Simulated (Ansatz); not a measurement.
Input and command of a plane-wave DFT calculation in Ansatz:

```yaml
crystal:
  lattice:
    - [1.4241423551, 0.8222289721, 5.9168442928]
    - [-1.4241423551, 0.8222289721, 5.9168442928]
    - [0.0, -1.6444579442, 5.9168442928]
  atoms:
    - { symbol: Co, position: [0.5, 0.5, 0.5], spin: 3.0 }
    - { symbol: Pt, position: [0.0, 0.0, 0.0] }
    - { symbol: O, position: [0.1128397895, 0.1128397895, 0.1128397895] }
    - { symbol: O, position: [0.8871602105, 0.8871602105, 0.8871602105] }
basis:
  ecutwfc: 420
kpoints:
  mp_grid: { grid: [6, 6, 6] }
hamiltonian:
  xc: pbe
scf:
  occupations: { method: gaussian, width: 0.1 }
  lower_state_search: "off"
output:
  forces: true
  stress: true
  eigenvalues: true
  populations: true
magnetization:
  spin_polarized: true
```

```bash
ansatz run input.yaml --threads 1 --pin off --max-ram 2560MiB --backend cpu --events-out ev --progress --plain --runs-dir out
```

Processor: Arm Neoverse V1, 1 thread, on a host shared with other jobs.

Question: How long does it run, and how much memory does it take?

Answer: About 11 s on 1 thread of Arm Neoverse V1, with other jobs on the host, peak memory 0.35 GiB. It solves 30 bands at 32 k points (the mesh reduced by the symmetry that the task leaves, which can be less than the crystal's) with about 811 plane waves, in 22 SCF iterations.
